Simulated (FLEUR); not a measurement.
The system is Sr.

```
Sr
1.0
     0.00000    3.04235    3.04235
     3.04235    0.00000    3.04235
     3.04235    3.04235    0.00000
Sr
1
Direct
  0.00000 0.00000 0.00000
```

- Program: FLEUR MaX-R8.1 (later development tree)
- Task: single point
- Functional: PBEsol
- Potentials or basis: all-electron
- Basis: FLAPW
- Kmax: 4.1 1/bohr
- k mesh: 8 × 8 × 8
- Occupations: fermi-dirac, width 0.05 eV
- Spin: no spin polarisation
- Gmax: 12.7 1/bohr
- Muffin-tin radii: Sr 2.66 bohr
- lmax: Sr 10
- lnonsphr: Sr 10
- Local orbitals a species: Sr 5
- Max iterations: 60
- Mixing factor: 0.05
- Mixer: Anderson
- Mixer history: 15

On this cell: band gap on the k mesh none (metal or under the smearing width).

The same run follows on a disturbed copy (cell strained at random at fixed volume):

```
Sr
1.0
     0.06610    3.01958    2.96526
     3.13463    0.00753    3.02383
     3.12896    3.07248    0.01320
Sr
1
Direct
  0.99000 0.99567 0.01497
```

Q: What changes?

A: The energy (extrapolated to zero smearing) moves by +3.3 meV/atom; band gap on the k mesh none (metal or under the smearing width).
